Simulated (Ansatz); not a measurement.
Runs of Ansatz 0.2.0 on CdSe. The structure is cubic, space group F-43m (No. 216). Conventional cell: a = 6.141 Å, b = 6.141 Å, c = 6.141 Å, α = 90.00°, β = 90.00°, γ = 90.00°. Around Cd (site symmetry -43m) lie 4 Se at 2.66 Å. Around Se (site symmetry -43m) lie 4 Cd at 2.66 Å. Measurements of this composition are mostly on another form, of space group No. 186.

| task | level | potentials or basis | spin | fixed moment (μB) | cell | k mesh | cutoff (eV) | smearing | basis error allowed | other keys | mesh quality | gap on the mesh (eV) | pressure (GPa) |
| --- | --- | --- | --- | --- | --- | --- | --- | --- | --- | --- | --- | --- | --- |
| single point | PBE | all-electron LAPW, scalar-relativistic | off | - | as given | 3 × 3 × 3 | 233 | fermi-dirac 0.04 eV | 0.003 eV/atom | - | coarse | 0.50 | 2.1 |
| single point | PBE | all-electron LAPW, relativistic spinors | SOC, no magnetisation | - | cell squeezed | 6 × 6 × 6 | 332 | fermi-dirac 0.1 eV | 0.00025 eV/atom | hamiltonian.pseudopotentials.lapw.basis_error = 0.00025 | not flagged | (a) | 6.4 |
| atomic charges | PBEsol+D3(BJ) | all-electron LAPW, scalar-relativistic | off | - | as given | 8 × 8 × 8 | 288 | fermi-dirac 0.05 eV | 0.0005 eV/atom | - | not flagged | 0.43 | (b) |
| relaxation of the atoms | SVWN5 | all-electron LAPW, scalar-relativistic | collinear, ferromagnetic start | 1.0 | atoms relaxed from: atoms moved at random, drawn with an rms of 0.15 Å | 6 × 6 × 6 | - | fermi-dirac 0.1 eV | 0.0005 eV/atom | - | not flagged | - | 1.1 |

Q: Fill in the values left out.

A: (a) 0.60; (b) -3.0.

Caveats: some runs use coarse meshes; the total moment is fixed, so each spin has its own Fermi level (some runs).

A k mesh can miss the band edges, and rows without SOC leave out spin-orbit coupling on Cd, Se.

The runs don't all hold the same shells in valence.
